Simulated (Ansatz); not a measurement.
# MgB2: phonons and Grüneisen parameters

Aim: phonons by finite displacements on a 2×2×2 mesh of wavevectors, at three volumes, and the mode Grüneisen parameters. Runs: reference run (LAPW); volume scaled by 0.985 (LAPW); volume scaled by 1.015 (LAPW); mode Grüneisen parameters (LAPW). Companion runs by PAW are cited.

Method: DFT LDA, all-electron LAPW, scalar-relativistic unless said, in Ansatz 0.2.0.

1 further run of the same task is left out (set aside as unsound or not needed).

## Step 1: The system as given

It takes space group P6/mmm (No. 191, hexagonal). Conventional cell: a = 3.040 Å, b = 3.040 Å, c = 3.444 Å, α = 90.00°, β = 90.00°, γ = 120.00°. Around Mg (site symmetry 6/mmm) lie 12 B at 2.46 Å. B (site symmetry -6m2) is surrounded by 3 B at 1.76 Å and 6 Mg at 2.46 Å.

Structure file:

```xyz
3
Lattice="3.0398 0.0000 0.0000 -1.5199 2.6325 0.0000 0.0000 0.0000 3.4442" Properties=species:S:1:pos:R:3 pbc="T T T"
Mg    0.0000    0.0000    0.0000
B     0.0000    1.7550    1.7221
B     1.5199    0.8775    1.7221
```

Cartesian axes are those of the input's lattice vectors. The structure goes back to a database entry.

## Step 2: Reference run, LAPW

The input, input.yaml:

```yaml
crystal:
  lattice:
    - [3.03979158976, 0.0, 0.0]
    - [-1.51989579488, 2.63253673894, 0.0]
    - [0.0, 0.0, 3.44417166986]
  atoms:
    - { symbol: Mg, position: [0.0, 0.0, 0.0] }
    - { symbol: B, position: [0.333333333333, 0.666666666667, 0.5] }
    - { symbol: B, position: [0.666666666667, 0.333333333333, 0.5] }
kpoints:
  mp_grid: { grid: [10, 10, 8] }
scf:
  occupations: { method: fermi_dirac, width: 0.1 }
hamiltonian:
  xc: lda
  pseudopotentials: { kind: all_electron, lapw: { basis_error: 0.001 } }
phonons:
  qmesh: [2, 2, 2]
  qpath:
    path:
      - [0.0, 0.0, 0.0]
      - [0.5, 0.0, 0.0]
      - [0.3333333333, 0.3333333333, 0.0]
      - [0.0, 0.0, 0.0]
      - [0.0, 0.0, 0.5]
      - [0.5, 0.0, 0.5]
      - [0.3333333333, 0.3333333333, 0.5]
      - [0.0, 0.0, 0.5]
      - [0.5, 0.0, 0.5]
    npoints: 6
  temperatures: { t_min: 0, t_max: 1000, t_step: 100 }
```

On the command line:

```bash
ansatz run input.yaml --threads 2 --pin off --max-ram 6144MiB --backend cpu --events-out ev --progress --plain --runs-dir out
```

Log, shortened:

```text
LAPW: plane waves up to 9.275 Å⁻¹, error target 1.0e-3 eV per atom; small_component_spin mean_spin; B in spheres of 0.851 Å, 5 of its electrons in bands, Dirac shells []; Mg in spheres of 1.051 Å, 10 of its electrons in bands, Dirac shells [] (how accurate: [...]
Pseudopotentials: kind: all_electron
Pseudopotential: Mg, LAPW, valence charge 10, lapw/all_electron/scalar/gaussian/Mg, Koelling and Harmon's equation, gaussian nucleus
Pseudopotential: B, LAPW, valence charge 5, lapw/all_electron/scalar/gaussian/B, Koelling and Harmon's equation, gaussian nucleus
Functional definition: SPW92
[...]
Crystal: 12 atoms, lattice volume = 110.246 Å³
Basis set: ecut = 327.73333308209106 eV, 1495 PW (Γ), FFT grids on a1, a1+a2, a3, exchange–correlation at level 2
Bands: 56, of which v1, the nominal top of the filled ones, is band 40 counted from 1 (39 counted from 0)
Symmetry: 32 space group operations
k-points: 54 of 200
[...]
SCF iter   1: F=—  HF=-27087.072065 eV  |F-HF|=—  |Δ(HF+E_count)|=         —  Δρ=9.32e-2  dr2=1.78e1  ethr=2.22e-2  ⟨swp⟩=2.1  Hψ=21236  notcnv=0
[...]
phonons: the bands overlap, so this run is a metal and interpolates without the dipole-dipole term. If the crystal is really an insulator or semiconductor, its LO-TO splitting is missing
Symmetry: 1 space group operations
[...]
  symmetry images taken by strict's conditions (phonons.symmetry_images: auto; settled by no image being taken that strict refuses)
  ASR residual: 1.248e-3 → 0.000e0 eV/Å²; symmetrization residual: 5.579e-4 eV/Å²
  largest component of a force at the reference: 8.6e-8 eV/Å
  ASR residual per site (eV/Å²): 1.25e-3 1.68e-4 1.68e-4
  Γ frequencies (cm⁻¹): 0.00 0.00 0.00 350.16 350.16 415.39 529.95 529.95 713.74
--- Phonons (by wavevector): 4 wavevectors in 1 supercell ---
  supercell 1 (4 cells, vectors [1, 0, 0], [0, 2, 0], [0, 0, 2] in multiples of the cell's): 3 displaced members by 0.01 Å; free energy -27079.490163 eV; taken off its force constants: by the sum rule 1.2e-3, by the symmetrisation 5.6e-4 eV/Å²
  q = [0.0000, 0.0000, 0.0000] (star 1, supercell 1; hermiticity 2.53e-17, symmetrization 7.35e-6): -0.00 0.00 0.00 350.16 350.16 415.39 529.95 529.95 713.74
  q = [0.0000, 0.0000, -0.5000] (star 1, supercell 1; hermiticity 3.04e-17, symmetrization 6.56e-5): 238.16 238.16 241.92 241.92 324.53 396.11 408.71 408.71 641.65
  q = [0.0000, -0.5000, 0.0000] (star 3, supercell 1; hermiticity 1.37e-16, symmetrization 7.28e-16): 264.10 274.85 340.43 442.12 470.78 513.06 752.18 757.90 779.16
  q = [0.0000, -0.5000, -0.5000] (star 3, supercell 1; hermiticity 1.68e-16, symmetrization 7.28e-16): 267.51 283.79 312.09 473.46 503.33 545.94 764.32 778.83 781.40
  joined force constants: q→R imaginary residual 1.14e-17
  density of states and harmonic sums: on the 24×24×18 q-mesh, interpolated from the force constants of a 2×2×2 supercell (no non-analytic term)
  largest difference from the sums on the solved wave vectors: F 3.33e-2 eV, S 6.56e-5 and C_V 3.22e-5 eV/K
[...]
```

Wall time 2.4 min (2 threads of AMD EPYC 9R45 (Zen 5), shared host); peak memory 1.4 GiB.

Wavenumbers in cm⁻¹ (negative: unstable):

```
q                                                  modes
Γ        0.0 0.0 0.0 350.2 350.2 415.4 530.0 530.0 713.7
M  264.1 274.9 340.4 442.1 470.8 513.1 752.2 757.9 779.2
A  238.2 238.2 241.9 241.9 324.5 396.1 408.7 408.7 641.6
L  267.5 283.8 312.1 473.5 503.3 545.9 764.3 778.8 781.4
```

```csv
T (K),F (eV/cell),S (k_B/atom),C_V (k_B/atom)
0,0.2690,0.00,0.00
100,0.2682,0.14,0.40
200,0.2579,0.71,1.32
300,0.2310,1.37,1.95
400,0.1874,1.99,2.31
500,0.1289,2.53,2.52
600,0.0572,3.00,2.65
700,-0.0259,3.42,2.74
800,-0.1191,3.79,2.80
900,-0.2214,4.12,2.84
1000,-0.3318,4.42,2.87
```

## Step 3: Volume scaled by 0.985, LAPW

input.yaml, as its differences from that of step 2:

```diff
@@ -2,5 +2,5 @@
   lattice:
-    - [3.03979158976, 0.0, 0.0]
-    - [-1.51989579488, 2.63253673894, 0.0]
-    - [0.0, 0.0, 3.44417166986]
+    - [3.02451599732, 0.0, 0.0]
+    - [-1.51225799866, 2.61930768783, 0.0]
+    - [0.0, 0.0, 3.42686398243]
   atoms:
```

On the command line:

```bash
ansatz run input.yaml --threads 2 --pin off --max-ram 6144MiB --backend cpu --events-out ev --progress --plain --runs-dir out
```

Log, shortened:

```text
LAPW: plane waves up to 9.325 Å⁻¹, error target 1.0e-3 eV per atom; small_component_spin mean_spin; B in spheres of 0.847 Å, 5 of its electrons in bands, Dirac shells []; Mg in spheres of 1.047 Å, 10 of its electrons in bands, Dirac shells [] (how accurate: [...]
[... 4 set-up lines as earlier in the session ...]
[...]
Crystal: 12 atoms, lattice volume = 108.592 Å³
Basis set: ecut = 331.3343624507513 eV, 1495 PW (Γ), FFT grids on a1, a1+a2, a3, exchange–correlation at level 2
Bands: 56, of which v1, the nominal top of the filled ones, is band 40 counted from 1 (39 counted from 0)
[...]
  q = [0.0000, 0.0000, 0.0000] (star 1, supercell 1; hermiticity 9.69e-18, symmetrization 8.26e-6): 0.00 0.00 0.00 358.33 358.33 427.72 548.94 548.94 719.65
  q = [0.0000, 0.0000, -0.5000] (star 1, supercell 1; hermiticity 3.09e-17, symmetrization 6.54e-5): 244.17 244.17 248.22 248.22 332.39 404.46 428.56 428.56 645.86
  q = [0.0000, -0.5000, 0.0000] (star 3, supercell 1; hermiticity 1.34e-16, symmetrization 2.91e-17): 270.12 283.12 347.53 447.00 475.50 516.78 769.56 778.26 789.23
  q = [0.0000, -0.5000, -0.5000] (star 3, supercell 1; hermiticity 1.65e-16, symmetrization 3.63e-18): 273.41 291.62 315.63 478.21 511.15 550.14 784.99 791.60 796.62
  joined force constants: q→R imaginary residual 1.15e-17
  density of states and harmonic sums: on the 24×24×18 q-mesh, interpolated from the force constants of a 2×2×2 supercell (no non-analytic term)
  largest difference from the sums on the solved wave vectors: F 3.33e-2 eV, S 6.57e-5 and C_V 3.22e-5 eV/K
[...]
```

It took 2.4 min on 2 threads of AMD EPYC 9R45 (Zen 5), shared host; peak memory 1.4 GiB.

Wavenumbers in cm⁻¹ (negative: unstable):

```csv
q,modes
Γ,0.0 0.0 0.0 358.3 358.3 427.7 548.9 548.9 719.6
M,270.1 283.1 347.5 447.0 475.5 516.8 769.6 778.3 789.2
A,244.2 244.2 248.2 248.2 332.4 404.5 428.6 428.6 645.9
L,273.4 291.6 315.6 478.2 511.1 550.1 785.0 791.6 796.6
```

## Step 4: Volume scaled by 1.015, LAPW

input.yaml, as its differences from that of step 3:

```diff
@@ -2,5 +2,5 @@
   lattice:
-    - [3.02451599732, 0.0, 0.0]
-    - [-1.51225799866, 2.61930768783, 0.0]
-    - [0.0, 0.0, 3.42686398243]
+    - [3.05491517994, 0.0, 0.0]
+    - [-1.52745758997, 2.64563415223, 0.0]
+    - [0.0, 0.0, 3.46130713436]
   atoms:
```

On the command line:

```bash
ansatz run input.yaml --threads 2 --pin off --max-ram 6144MiB --backend cpu --events-out ev --progress --plain --runs-dir out
```

Log, shortened:

```text
LAPW: plane waves up to 9.225 Å⁻¹, error target 1.0e-3 eV per atom; small_component_spin mean_spin; B in spheres of 0.855 Å, 5 of its electrons in bands, Dirac shells []; Mg in spheres of 1.056 Å, 10 of its electrons in bands, Dirac shells [] (how accurate: [...]
[... 4 set-up lines as earlier in the session ...]
[...]
Crystal: 12 atoms, lattice volume = 111.900 Å³
Basis set: ecut = 324.22969454504795 eV, 1495 PW (Γ), FFT grids on a1, a1+a2, a3, exchange–correlation at level 2
Bands: 56, of which v1, the nominal top of the filled ones, is band 40 counted from 1 (39 counted from 0)
[...]
  q = [0.0000, 0.0000, 0.0000] (star 1, supercell 1; hermiticity 1.06e-17, symmetrization 6.10e-6): -0.00 -0.00 0.00 342.17 342.17 403.35 511.46 511.46 707.91
  q = [0.0000, 0.0000, -0.5000] (star 1, supercell 1; hermiticity 2.99e-17, symmetrization 6.81e-5): 232.29 232.29 235.72 235.72 316.87 388.01 389.13 389.13 637.48
  q = [0.0000, -0.5000, 0.0000] (star 3, supercell 1; hermiticity 1.40e-16, symmetrization 2.53e-16): 258.20 266.73 333.52 437.35 466.16 509.45 735.13 737.88 769.28
  q = [0.0000, -0.5000, -0.5000] (star 3, supercell 1; hermiticity 1.71e-16, symmetrization 2.53e-16): 261.75 276.12 308.46 468.80 495.85 541.83 744.02 761.38 771.38
  joined force constants: q→R imaginary residual 1.14e-17
  density of states and harmonic sums: on the 24×24×18 q-mesh, interpolated from the force constants of a 2×2×2 supercell (no non-analytic term)
  largest difference from the sums on the solved wave vectors: F 3.32e-2 eV, S 6.55e-5 and C_V 3.22e-5 eV/K
[...]
```

Wall time 2.4 min (2 threads of AMD EPYC 9R45 (Zen 5), shared host); peak memory 1.4 GiB.

Wavenumbers in cm⁻¹ (negative: unstable):

```
q                                                  modes
Γ        0.0 0.0 0.0 342.2 342.2 403.4 511.5 511.5 707.9
M  258.2 266.7 333.5 437.4 466.2 509.4 735.1 737.9 769.3
A  232.3 232.3 235.7 235.7 316.9 388.0 389.1 389.1 637.5
L  261.8 276.1 308.5 468.8 495.9 541.8 744.0 761.4 771.4
```

## Step 5: Mode Grüneisen parameters, LAPW

These follow from the three phonon runs above, mode by mode: γ = −d ln ω / d ln V.

```
q  wavenumber (cm⁻¹)     γ
Γ           350.2 ×2  1.54
Γ              415.4  1.96
Γ           530.0 ×2  2.36
Γ              713.7  0.55
M              264.1  1.50
M              274.9  1.99
M              340.4  1.37
M              442.1  0.73
M              470.8  0.66
M              513.1  0.48
M              752.2  1.53
M              757.9  1.78
M              779.2  0.85
A           238.2 ×2  1.66
A           241.9 ×2  1.72
A              324.5  1.59
A              396.1  1.39
A           408.7 ×2  3.22
A              641.6  0.44
L              267.5  1.45
L              283.8  1.82
L              312.1  0.77
L              473.5  0.66
L              503.3  1.01
L              545.9  0.51
L              764.3  1.79
L              778.8  1.51
L              781.4  0.86
```

## Step 6: Side by side

PAW rows come from companion runs at the same settings.

| run | volume (Å³/atom) | lowest on the mesh (cm⁻¹) | highest on the mesh, without the LO shift (cm⁻¹) | zero-point energy (meV/atom) |
| --- | --- | --- | --- | --- |
| reference run, LAPW | 9.187 | 0.0 | 781.4 | 89.7 |
| volume scaled by 0.985, LAPW | 9.049 | 0.0 | 796.6 | 91.4 |
| volume scaled by 1.015, LAPW | 9.325 | 0.0 | 771.4 | 88.0 |
| reference run, PAW | 9.187 | 0.0 | 780.9 | 89.6 |
| volume scaled by 0.985, PAW | 9.049 | 0.0 | 796.3 | 91.3 |
| volume scaled by 1.015, PAW | 9.325 | 0.0 | 770.9 | 88.0 |

Optical modes at Γ (point group 6/mmm), without the LO shift:

```
 cm⁻¹  modes  symmetry  active in  moves most
350.2      2       E1u   infrared           B
415.4      1       A2u   infrared           B
530.0      2       E2g      Raman           B
713.7      1       B1g     silent           B
```

## Step 7: Summary of results

| quantity | value |
| --- | --- |
| highest mode on the mesh, without the LO shift (LAPW) | 781 cm⁻¹ |
| optical modes at Γ | 350 (E1u), 415 (A2u), 530 (E2g), 714 (B1g) cm⁻¹ |
| mean Grüneisen parameter at 300 K (LAPW) | 1.35 |

What this shows: No mode on the mesh is unstable; the highest lies at 781 cm⁻¹ by LAPW. Weighted by heat capacity at 300 K the mean Grüneisen parameter of the sampled modes is 1.35, which points to expansion on heating. PAW differs from LAPW by at most 1.4 cm⁻¹. Each set of modes is computed in the harmonic approximation. Cautions: responses of metals move with mesh and smearing.
